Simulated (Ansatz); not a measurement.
## BeS (F-43m): thermal expansion from first principles

Wanted: α(T), C_P(T) and B(T) of BeS in the quasi-harmonic approximation.

What experiment has found for this phase:
- heat capacity C_P per formula unit 34.2 J/mol/K and bulk modulus 105 GPa near room temperature (given in “High-Throughput Prediction of Finite-Temperature Properties using the Quasi-Harmonic Approximation”, 2016, arXiv:1603.06924)

Program: Ansatz 0.2.0. Level of theory: DFT LDA, scalar-relativistic, plane waves, PAW. Results are calculated unless marked as measured.

The database entry behind the starting cell differs from later determinations by our own check (0.1 to 0.3 % short, probably kX units), so it need not match the best structure at ambient conditions.

**1. The starting structure**

Symmetry: F-43m, No. 216, cubic system. The conventional cell has a = 4.850 Å, b = 4.850 Å, c = 4.850 Å, α = 90.00°, β = 90.00°, γ = 90.00°. Nearest to Be lie 4 S at 2.10 Å. S has 4 Be at 2.10 Å nearest. Farther neighbours and most contacts between anions are not listed.

**2. Probe on a coarse mesh**

Before spending time, one coarse run tells the gap and the pressure of the starting cell.

Input file input.yaml:

```yaml
crystal:
  lattice:
    - [0.0, 2.425, 2.425]
    - [2.425, 0.0, 2.425]
    - [2.425, 2.425, 0.0]
  atoms:
    - { symbol: Be, position: [0.0, 0.0, 0.0] }
    - { symbol: S, position: [0.25, 0.25, 0.25] }
kpoints:
  mp_grid: { grid: [6, 6, 6] }
hamiltonian:
  xc: lda
scf:
  occupations: { method: gaussian, width: 0.1 }
output:
  forces: true
  stress: true
  eigenvalues: true
```

Run with:

```sh
ansatz run input.yaml --threads 4 --pin off --max-ram 8192MiB --backend cpu --events-out ev --progress --plain --runs-dir out
```

Numbers of over 12 decimals in the logs are rounded to 6 here.

The program printed:

```text
Engine: ansatz 0.2.0, aarch64-unknown-linux-gnu
Pseudopotentials: kind: paw
Pseudopotential: Be, paw, valence charge 2, recommended cutoff 420 eV (normal), Be.paw.azcp
Pseudopotential: S, paw, valence charge 6, recommended cutoff 420 eV (normal), S.paw.azcp
Functional definition: SPW92
  exchange = slater_x
  correlation = pw_c
Crystal: 2 atoms, lattice volume = 28.521 Å³
Basis set: ecut = 420 eV, 537 PW (Γ)
Bands: 8, of which v1, the nominal top of the filled ones, is band 4 counted from 1 (3 counted from 0)
Symmetry: 24 space group operations
Space group: F-43m (ITA 216), of the structure as read, at distance tolerance 3.1e-5 Å
k-points: 16 of 216 (time reversal used)
Non-local potential: Be, projectors of the file, l = 0: 2, l = 1: 2, l = 2: 1
Non-local potential: S, projectors of the file, l = 0: 2, l = 1: 2, l = 2: 2
PAW form: soft (Blöchl's): semilocal exchange-correlation on the pseudo side does not see the compensation charge
PAW frozen core: Be, regenerated for the run's functional, and the local potential with it (the file was generated under x = pbe(κ = 0.804, μ = 0.219515), c = pbe(β = 0.066725))
PAW frozen core: S, regenerated for the run's functional, and the local potential with it (the file was generated under x = pbe(κ = 0.804, μ = 0.219515), c = pbe(β = 0.066725))
PAW one-centre angular grid: Be, 110 points (default); XC on 64 Gauss nodes
PAW one-centre angular grid: S, 110 points (default); XC on 64 Gauss nodes
Initial density: superposition of atomic densities (neutral atoms: chi_scale 0, normalization atom), corrected by the library's trained network
Initial wavefunctions: pseudopotential atomic-orbital guess
Functional: x = slater, c = lda
SCF iter   1: F=—  HF=-960.007333 eV  |F-HF|=—  |Δ(HF+E_count)|=         —  Δρ=4.47e-3  dr2=3.51e-3  ethr=1.77e-3  ⟨swp⟩=5.1  Hψ=1047  notcnv=0
preconditioner: auto → none  [insulator: Δε(μ)=2.871 eV  Ē_g=12.642 eV  σ=0.100 eV  W_gap=1.00  n_scr=0 (ndim 8)  ℏωp=19.7 eV  f_vac=0.000  D(μ)=0.00/eV (n_scr^D=0)  ε∞_Penn≈3.4]
SCF iter   2: F=—  HF=-960.006535 eV  |F-HF|=—  |Δ(HF+E_count)|=   7.97e-4  Δρ=2.14e-3  dr2=7.37e-4  ethr=4.39e-5  ⟨swp⟩=1.0  Hψ=256  notcnv=0
SCF iter   3: F=—  HF=-960.006377 eV  |F-HF|=—  |Δ(HF+E_count)|=   1.58e-4  Δρ=2.99e-4  dr2=3.30e-5  ethr=9.21e-6  ⟨swp⟩=1.1  Hψ=133  notcnv=0
SCF iter   4: F=—  HF=-960.006369 eV  |F-HF|=—  |Δ(HF+E_count)|=   8.42e-6  Δρ=5.04e-5  dr2=7.39e-7  ethr=4.13e-7  ⟨swp⟩=2.2  Hψ=181  notcnv=0
iter 5 did not close the SCF: its close was put off for the readings that it lacked (scf_convergence_deferred on its scf_iter line)
SCF iter   5: F=-960.006369 eV  HF=-960.006369 eV  |F-HF|=5.67e-8  |Δ(HF+E_count)|=   7.79e-8  Δρ=1.59e-5  dr2=8.91e-8  ethr=9.24e-9  ⟨swp⟩=2.6  Hψ=194  notcnv=0
SCF iter   6: F=-960.006369 eV  HF=-960.006369 eV  |F-HF|=4.39e-9  |Δ(HF+E_count)|=   2.53e-8  Δρ=4.00e-6  dr2=6.12e-9  ethr=1.11e-9  ⟨swp⟩=2.6  Hψ=455  notcnv=0
SCF 1 converged in 6 iterations: F = -960.006369 eV  dr2 = 6.12e-9
  greatest PAW one-centre occupation: 0.837 electrons in one spin orbital (limit 2), on the S atom at site 1 (counted from 0), in its partial waves of l = 0
SCF converged after 6 iterations
Free energy (F): -960.006369 eV
Harris-Foulkes:  -960.006369 eV  (|F-HF|=4.39e-9)
Internal energy: -960.006369 eV  (E = F + TS)
E sigma→0 (E₀):  -960.006369 eV
Fermi energy:    6.614925 eV
--- Per-component energies (eV) ---
  E_band       = 0.001281
  E_kinetic    = 128.637841
  E_local      = -116.953555  (includes V_loc(G=0)·N_el)
  E_nonlocal   = 33.929895
  E_hartree    = 35.332243
  E_xc         = -116.329262
  E_vxc        = -109.199067  (∫ρ·V_xc dr)
  E_paw        = -623.986626  (= ΣΔE_a)
  E_vpaw       = -7.078790  (= ΣTr[D̂ρ^β])
  E_aug_tail   = 0.000001  (compensation charges beyond the density's cutoff)
  E_ewald      = -300.820390
  E_core_change = 0.183485  (= ΣΔE_core)
  E_smearing   = -0.000000  (= −TS)
  E_closure    = -0.000000  (closes the sum)
  Σ components = -960.006369   (vs F -960.006369, Δ=0.00e0)
--- Forces (eV/Å), atoms counted from 1 ---
  atom   1  Be     0.00000000    -0.00000000     0.00000000
  atom   2  S      0.00000000    -0.00000000    -0.00000000
  max |Σ_I F_I| component: 4.12e-16 eV/Å
--- Stress (GPa, compression-positive) ---
       -3.161836       0.000000       0.000000
        0.000000      -3.161836       0.000000
       -0.000000       0.000000      -3.161836
  P = ⅓ Tr σ = -3.1618 GPa (-31.618 kbar)
--- Band table (eV; the first three rows and the last of 16) ---
  k-point 0: bands = ["-8.5027", "5.1667", "5.1667", "5.1667", "10.6828", "10.6828", "10.6828", "10.8232"]
  k-point 1: bands = ["-8.1903", "3.2507", "4.8350", "4.8350", "10.5729", "11.2486", "11.2486", "12.8577"]
  k-point 2: bands = ["-7.4081", "0.5612", "4.3266", "4.3266", "10.5278", "11.6695", "11.6695", "15.3213"]
  k-point 15: bands = ["-6.2877", "0.5509", "1.7096", "1.9171", "10.1260", "11.6791", "14.9908", "15.4771"]
```

The job ended after 0.28 s (4 threads of Arm Neoverse V1, shared host; peak memory 0.25 GiB).

Reading the cycles: dr2 is the Hartree energy of the density residual (eV), the measure of convergence; HF is the Harris–Foulkes estimate of the energy, which meets the free energy F at convergence.

A gap read on the k-mesh alone can miss the band edges.

Numbers from this step:

```yaml
pressure: -3.162 GPa
gap_on_the_k_mesh: 2.896 eV
volume_per_atom: 14.26 Å³
```

The start is under -3.2 GPa at this level and looks like an insulator or semiconductor on this mesh.

**3. Relaxation**

Phonons are second derivatives about a minimum, so cell and atoms are relaxed first, inside the symmetry of the start.

input.yaml, the sections that differ from step 2:

```yaml
kpoints:
  mp_grid: { grid: [8, 8, 8] }
scf:
  occupations: { method: gaussian, width: 0.02 }
output:
  forces: true
  stress: true
  eigenvalues: true
  write_density: true
  write_potential: true
  elf: true
  volumetric_format: npy
relax:
  adjacent_minimum: "off"
  f_tol: 0.005
  max_steps: 80
  cell: { stress_tol: 0.05 }
# crystal, hamiltonian: as in step 2
```

The program printed:

```text
[...]
Crystal: 2 atoms, lattice volume = 28.521 Å³
Basis set: ecut = 420 eV, 537 PW (Γ)
Bands: 8, of which v1, the nominal top of the filled ones, is band 4 counted from 1 (3 counted from 0)
Symmetry: 24 space group operations
[...]
k-points: 29 of 512 (time reversal used)
[...]
SCF iter   1: F=—  HF=-960.010334 eV  |F-HF|=—  |Δ(HF+E_count)|=         —  Δρ=4.52e-3  dr2=3.64e-3  ethr=1.77e-3  ⟨swp⟩=5.6  Hψ=1935  notcnv=0
[...]
SCF iter   6: F=-960.009289 eV  HF=-960.009289 eV  |F-HF|=6.14e-9  |Δ(HF+E_count)|=   1.69e-8  Δρ=4.46e-6  dr2=8.17e-9  ethr=8.21e-10  ⟨swp⟩=5.6  Hψ=1171  notcnv=0
SCF 1 converged in 6 iterations: F = -960.009289 eV  dr2 = 8.17e-9
[...]
relax step   1: F+E_penalty+E_count = -960.00928947 eV  Δ(F+E_penalty+E_count) = +0.000e0 eV  max|allowed force component| = 1.284e-16 eV/Å  Δτ_max = 0.0000 Å  P = -3.201 GPa  Ω = 28.521 Å³  (6 SCF iters, dr2 threshold 1.00e-7 eV, accepted)
Crystal: 2 atoms, lattice volume = 27.976 Å³
[...]
iter 1 solved again at ethr=1.28e-5 eV; its pass at ethr=3.10e-3 eV (dr2=1.02e-3 eV) is discarded
[...]
SCF iter   4: F=-960.017209 eV  HF=-960.017209 eV  |F-HF|=7.71e-9  |Δ(HF+E_count)|=   3.31e-7  Δρ=2.85e-5  dr2=1.35e-7  ethr=2.50e-9  ⟨swp⟩=9.8  Hψ=1688  notcnv=0
SCF 2 converged in 4 iterations: F = -960.017209 eV  dr2 = 1.35e-7
relax step   2: F+E_penalty+E_count = -960.01720901 eV  Δ(F+E_penalty+E_count) = -7.920e-3 eV  max|allowed force component| = 2.891e-17 eV/Å  Δτ_max = 0.0000 Å  P = -1.398 GPa  Ω = 27.976 Å³  energy of the carried Pulay correction = +4.439e-5 eV  (4 SCF iters, dr2 threshold 2.00e-7 eV, accepted)
Crystal: 2 atoms, lattice volume = 27.567 Å³
[...]
SCF iter   4: F=-960.018961 eV  HF=-960.018961 eV  |F-HF|=6.71e-9  |Δ(HF+E_count)|=   1.52e-7  Δρ=2.17e-5  dr2=7.89e-8  ethr=2.50e-9  ⟨swp⟩=9.2  Hψ=1663  notcnv=0
SCF 3 converged in 4 iterations: F = -960.018961 eV  dr2 = 7.89e-8
[...]
relax step   3: F+E_penalty+E_count = -960.01896112 eV  Δ(F+E_penalty+E_count) = -1.752e-3 eV  max|allowed force component| = 3.585e-17 eV/Å  Δτ_max = 0.0000 Å  P = +0.068 GPa  Ω = 27.567 Å³  energy of the carried Pulay correction = +7.820e-5 eV  (4 SCF iters, dr2 threshold 2.00e-7 eV, accepted)
[...]
relax step   4: F+E_penalty+E_count = -960.01896339 eV  Δ(F+E_penalty+E_count) = -2.271e-6 eV  max|allowed force component| = 4.279e-17 eV/Å  Δτ_max = 0.0000 Å  P = -0.002 GPa  Ω = 27.586 Å³  energy of the carried Pulay correction = +7.665e-5 eV  (3 SCF iters, dr2 threshold 1.15e-8 eV, accepted)
[...]
SCF iter   1: F=—  HF=-960.018890 eV  |F-HF|=—  |Δ(HF+E_count)|=         —  Δρ=2.08e-5  dr2=1.49e-8  ethr=7.84e-7  ⟨swp⟩=2.3  Hψ=2557  notcnv=0
eigensolver tolerance schedule: the retry pair's looser diagonalisation over-reported the residual by 4218.35 of it (diagonalisation noise at an unbounded share of the residual, at the tolerance the schedule requests for it); recorded, not acted on — ethr = c·dr2/N_el stays at c = 1.0e-1
[...]
SCF iter   2: F=—  HF=-960.018890 eV  |F-HF|=—  |Δ(HF+E_count)|=   1.22e-8  Δρ=1.07e-5  dr2=3.31e-9  ethr=1.86e-10  ⟨swp⟩=2.3  Hψ=357  notcnv=0
[...]
SCF iter   4: F=-960.018890 eV  HF=-960.018890 eV  |F-HF|=7.73e-12  |Δ(HF+E_count)|=  1.18e-10  Δρ=1.95e-7  dr2=1.05e-11  ethr=1.00e-12  ⟨swp⟩=4.0  Hψ=1011  notcnv=0
SCF 5 converged in 4 iterations: F = -960.018890 eV  dr2 = 1.05e-11
relax step   5: F+E_penalty+E_count = -960.01888968 eV  Δ(F+E_penalty+E_count) = +7.371e-5 eV  max|allowed force component| = 5.089e-17 eV/Å  Δτ_max = 0.0000 Å  P = -0.003 GPa  Ω = 27.586 Å³  stress off target by 3.35e-3 GPa  SCF on the basis re-selected at this cell (its energy is not comparable with the rows above)  (4 SCF iters)
basis re-selected at this cell: Δ(F+E_penalty+E_count) = +7.371e-5 eV, ΔP = -0.002 GPa vs the last step (what re-selecting the basis moved, of the pressure what is left beyond the Pulay correction that the steps carried, after the strain that the cell walked since its last selection, with what the two solves' SCF thresholds leave and, on support functions, any second-order correction that the steps lacked; it is no m [...]
SCF converged after 4 iterations
Free energy (F): -960.018890 eV
[...]
Internal energy: -960.018890 eV  (E = F + TS)
E sigma→0 (E₀):  -960.018890 eV
Fermi energy:    6.966589 eV
[...]
--- Stress (GPa, compression-positive) ---
       -0.003346      -0.000000       0.000000
       -0.000000      -0.003346       0.000000
       -0.000000       0.000000      -0.003346
  P = ⅓ Tr σ = -0.0033 GPa (-0.033 kbar)
--- Band table (eV; the first three rows and the last of 29) ---
[...]
--- Relaxed structure (4 steps of the walk, 4 accepted, 1 SCFs on fresh bases) ---
  F+E_penalty+E_count = -960.01888968 eV   max|allowed force component| = 5.089e-17 eV/Å   (the final SCF, on the basis selected at the relaxed cell)
  cell:  # Å, volume = 27.5859 Å³
    - [0, 2.398201, 2.398201]
    - [2.398201, 0, 2.398201]
    - [2.398201, 2.398201, 0]
  atoms:
    - { symbol: Be, position: [0, 0, 0] }
    - { symbol: S, position: [0.25, 0.25, 0.25] }
```

Elapsed: 1.6 s, on 4 threads; peak memory 0.29 GiB.

The steps of the relaxation:

```csv
step,energy less that of the first step (eV),largest force component (eV/Å),pressure (GPa),volume (Å³)
1,0.0000,0.0000,-3.20,28.52
2,-0.0079,0.0000,-1.40,27.98
3,-0.0097,0.0000,0.07,27.57
4,-0.0097,0.0000,0.00,27.59
5*,-0.0096,0.0000,0.00,27.59
```

Relaxation steps marked * repeat the geometry before them on a plane-wave basis chosen anew for their cell, so energy and pressure can jump there.

The run keeps the 24 symmetry operations that it works with, so distortions that break them were not tested.

```csv
"conventional cell, symmetrised",before,after,change
a (Å),4.850,4.796,-1.1 %
b (Å),4.850,4.796,-1.1 %
c (Å),4.850,4.796,-1.1 %
volume (Å³/atom),14.26,13.79,-3.3 %
```

Final coordinates:

```cif
data_structure
_symmetry_space_group_name_H-M 'P 1'
_symmetry_Int_Tables_number 1
_cell_length_a 3.3916
_cell_length_b 3.3916
_cell_length_c 3.3916
_cell_angle_alpha 60.000
_cell_angle_beta 60.000
_cell_angle_gamma 60.000
_cell_volume 27.59
loop_
_atom_site_label
_atom_site_type_symbol
_atom_site_fract_x
_atom_site_fract_y
_atom_site_fract_z
_atom_site_occupancy
Be1 Be 0.00000 0.00000 0.00000 1
S2 S 0.25000 0.25000 0.25000 1
```

This step gave:

- pressure: -0.003346 GPa
- gap on the k-mesh: 2.825 eV
- volume per atom: 13.79 Å³

Electrostatic potential energy in the ac plane of a cell with a along [110], b along [-110] and c along [001] of the cube at fractional y = 0.000, with atoms of Be and S within 0.2 Å of it. With pseudopotentials it is smooth inside the atoms' cores, unlike the true potential.

Ten even steps from '0' (-34 eV) to '9' (11 eV), each cell a mean:
```
0378778730158777851
5774114765576212675
8861111688883020388
9961111699983020389
9984114899996212699
9998668999998767899
9999999999999999999
9999999999999999999
9999999999999999999
9999999999999999999
7899999987889999988
2589999852379999973
0279999720058999850
```
Columns run along a (6.8 Å; values clipped at the 3rd and 97th percentile), rows up along c (4.8 Å), edges of the conventional cell, whose origin can differ from the input's. Atoms in or near the plane, at fractional coordinates: Be at (0.50, 0.00), Be at (0.00, 0.00), S at (0.75, 0.75), S at (0.25, 0.75).

ELF in the ac plane of a cell with a along [110], b along [-110] and c along [001] of the cube at fractional y = 0.000, with atoms of Be and S within 0.2 Å of it. It is the smooth field of the valence electrons, not physical close to the nuclei.

Ten even steps from '_' (0.01) to '@' (0.92), each cell a mean:
```
__==%%@@%%%%@@%%==__..##@@@@%%@@@@##..
::##@@@@##%%@@@@##::==@@@@%%##%%@@@@==
--##@@%%::--%%@@##--++@@@@++..++@@@@++
::**%%**::::##%%++::--##%%==..==%%##--
__--##%%####%%##--__..++##########++..
__..==##%%%%##==..____--**%%%%%%**--__
____..==**++==..________::++**++::____
________....______________......______
..________________..__________________
::..____________..::::..__________..::
::::..________..::::::..________....::
......................................
____==++++++++==______::++++++++++::__
```
Columns run along a (6.8 Å), rows up along c (4.8 Å), edges of the conventional cell, whose origin can differ from the input's. Atoms in or near the plane, at fractional coordinates: Be at (0.50, 0.00), Be at (0.00, 0.00), S at (0.75, 0.75), S at (0.25, 0.75).

Valence density in the ac plane of a cell with a along [110], b along [-110] and c along [001] of the cube at fractional y = 0.000, with atoms of Be and S within 0.2 Å of it. It is the smooth field of the valence electrons, not physical close to the nuclei.

Ten even steps from '_' (0.0 e/Å³) to '@' (1.2 e/Å³), each cell a mean:
```
..::--==++++==--::__..::==++++++==::..
..--++%%@@@@%%++::..::==##@@@@@@##==::
..::**@@++++@@**::....==@@%%--%%%%==..
__::++%%====%%++..__..--####--####--..
__..--##%%%%**--..____::++%%%%%%++..__
____..--++++--..________::==++==::____
______........____________......______
______________________________________
______________________________________
..________________..__________________
....____________......______________..
....____________........__________....
__................____..............__
```
Columns run along a (6.8 Å), rows up along c (4.8 Å), edges of the conventional cell, whose origin can differ from the input's. Atoms in or near the plane, at fractional coordinates: Be at (0.50, 0.00), Be at (0.00, 0.00), S at (0.75, 0.75), S at (0.25, 0.75).

The relaxation ends with a pressure of 0.00 GPa.

**4. Tight relaxation**

The relaxation is repeated with tighter thresholds on force and stress, since phonons are sensitive to what is left; a change of mesh or smearing in the input moves the cell too.

Input file input.yaml:

```yaml
crystal:
  lattice:
    - [0.0, 2.3982014383, 2.3982014383]
    - [2.3982014383, 0.0, 2.3982014383]
    - [2.3982014383, 2.3982014383, 0.0]
  atoms:
    - { symbol: Be, position: [0.0, 0.0, 0.0] }
    - { symbol: S, position: [0.25, 0.25, 0.25] }
kpoints:
  mp_grid: { grid: [8, 8, 8] }
hamiltonian:
  xc: lda
scf:
  occupations: { method: fixed }
output:
  forces: true
  stress: true
  eigenvalues: true
relax:
  adjacent_minimum: "off"
  f_tol: 0.001
  max_steps: 60
  cell: { stress_tol: 0.01 }
```

The program printed:

```text
[...]
Crystal: 2 atoms, lattice volume = 27.586 Å³
Basis set: ecut = 420 eV, 537 PW (Γ)
Bands: 8, of which v1, the nominal top of the filled ones, is band 4 counted from 1 (3 counted from 0)
Symmetry: 24 space group operations
[...]
k-points: 29 of 512 (time reversal used)
[...]
P = ⅓ Tr σ = -0.0033 GPa (-0.033 kbar)
--- Band table (eV; the first three rows and the last of 29) ---
[...]
--- Relaxed structure (1 steps of the walk, 1 accepted, 1 SCFs on fresh bases) ---
[...]
cell:  # Å, volume = 27.5859 Å³
    - [0.0, 2.3982014383, 2.3982014383]
    - [2.3982014383, 0.0, 2.3982014383]
    - [2.3982014383, 2.3982014383, 0.0]
  atoms:
    - { symbol: Be, position: [0.0, 0.0, 0.0] }
    - { symbol: S, position: [0.25, 0.25, 0.25] }
[key lines of the parts left out:]
SCF converged after 5 iterations
Free energy (F): -960.018890 eV
Fermi energy:    5.554331 eV
```

It took 0.7 s on 4 threads; peak memory 0.28 GiB; 2.1 s of CPU time.

Little changed from the start: no atom moved by 0.005 Å and no cell edge by 0.1 %.

Numbers from this step:

* pressure: -0.003343 GPa

The residual pressure is -0.0033 GPa, small enough for phonons.

**5. Relaxing at another setting**

The functional, the potentials or the cutoff change, so the crystal is relaxed again at the new setting.

Edit input.yaml of step 4 so:

```diff
@@ -18,2 +18,4 @@
   eigenvalues: true
+basis:
+  ecutwfc: 550.0
 relax:
```

A higher cutoff as a rule lowers the total energy; the question is whether the property still moves.

The program printed:

```text
[...]
Crystal: 2 atoms, lattice volume = 27.586 Å³
Basis set: ecut = 550 eV, 869 PW (Γ)
Bands: 8, of which v1, the nominal top of the filled ones, is band 4 counted from 1 (3 counted from 0)
Symmetry: 24 space group operations
[...]
k-points: 29 of 512 (time reversal used)
[...]
P = ⅓ Tr σ = -0.0060 GPa (-0.060 kbar)
--- Band table (eV; the first three rows and the last of 29) ---
[...]
--- Relaxed structure (1 steps of the walk, 1 accepted, 1 SCFs on fresh bases) ---
[...]
cell:  # Å, volume = 27.5859 Å³
    - [0.0, 2.3982014383, 2.3982014383]
    - [2.3982014383, 0.0, 2.3982014383]
    - [2.3982014383, 2.3982014383, 0.0]
  atoms:
    - { symbol: Be, position: [0.0, 0.0, 0.0] }
    - { symbol: S, position: [0.25, 0.25, 0.25] }
[key lines of the parts left out:]
SCF converged after 4 iterations
Free energy (F): -960.019567 eV
Fermi energy:    5.554340 eV
```

It took 0.89 s on 4 threads; peak memory 0.3 GiB.

Little changed from the start: no atom moved by 0.005 Å and no cell edge by 0.1 %.

Numbers from this step:

```yaml
pressure: -0.006046 GPa
gap_on_the_k_mesh: 2.824 eV
```

The residual pressure is -0.0060 GPa, small enough for phonons.

(Continued in part 2 of 3.)

[Logs are printed without paths, hosts, clocks, repeated set-up lines and the standing remarks that a program may print on its own settings, such as how far it seeks lower states.]

[Hosts, paths, dates, database ids (printed as entryN), source tags and the programs' standing remarks are cut or masked in the printed files.]

[A step with changed settings may run another functional than the one named; its input shows which.]
